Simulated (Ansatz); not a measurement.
# Al3GaN4 under pressure: fit and missing row

Al3GaN4, P-43m, a = 4.401 Å. The structure is a Materials Project entry; whether it is the stable form wasn't checked. Ansatz: r2SCAN, PAW, 500 eV, Γ-centred 6×6×6 mesh on 8 atoms, Gaussian smearing 0.02 eV; no spin polarisation. Cell and atoms are relaxed at each pressure, and no other structure is tried, so the rows at high pressure may lie past a change of phase.

```tsv
V (Å³/atom)	P (GPa)
?	20.00
10.193	10.05
10.412	5.05
10.556	2.01
10.657	0.00
10.762	-1.99
```

Task: Take V0 = 10.657 Å³/atom, fit the third-order Birch–Murnaghan form to the other rows, and predict the missing volume.

Result: With the Eulerian strain f = ½[(V0/V)^(2/3) − 1] and y = P/[3f(1 + 2f)^(5/2)], the form is the line y = B0 + 1.5 B0 (B0′ − 4) f. Rows (f, y): 0.01506, 206.5; 0.00781, 207.3; 0.00318, 207.4; -0.00326, 206.8. Means f = 0.005698, y = 207.00; Σ(Δf)² = 0.0001787, ΣΔfΔy = -0.003263; the slope is their ratio. y = 207.1 − 18.26 f GPa, so B0 = 207.1 GPa and B0′ = 4 + 2 × (-18.26)/(3 × 207.1) = 3.94. P = 20.00 GPa is met at f = 0.02814 (y = 206.59), so V = V0 (1 + 2f)^(−3/2) = 9.817 Å³/atom. The run gave 9.816 Å³/atom, so the fit is 0.001 Å³/atom too high, a small miss on the scale of the series. The form still works here, 83 % of the fitted range beyond its end.